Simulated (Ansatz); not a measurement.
The system is CdF2.

```
CELL_PARAMETERS angstrom
0.00000 2.69400 2.69400
2.69400 0.00000 2.69400
2.69400 2.69400 0.00000
ATOMIC_POSITIONS crystal
Cd 0.00000 0.00000 0.00000
F 0.75000 0.75000 0.75000
F 0.25000 0.25000 0.25000
```

Base run:

| Property | Result |
| --- | --- |
| Program | Ansatz 0.2.0 |
| Functional | HSE06 |
| Potentials or basis | Ansatz PAW |
| Cutoff | 420 eV (not typed: the program's choice for these potentials) |
| k mesh | 5 × 5 × 5 |
| Occupations | fermi-dirac, width 0.05 eV |
| Spin | no spin polarisation |

Its results: band gap on the k mesh 5.30 eV, indirect (least direct gap 5.79 eV); pressure 1.8 GPa.

Q: The run is repeated on the same cell with these changes: functional from HSE06 to revPBE. What comes out?

A: Band gap on the k mesh 3.34 eV, indirect (least direct gap 3.76 eV); pressure 9.0 GPa.

HSE06 gives the wider gap, since exact exchange removes part of the self-interaction.

Caveats: the k mesh misses the band edges, so the gap on the mesh is wider than the one along the path; the PAW data sets come from PBE, with cores solved anew for the run's functional, which leaves a small shift of forces and pressure; the thresholds are loose for stress (some runs).
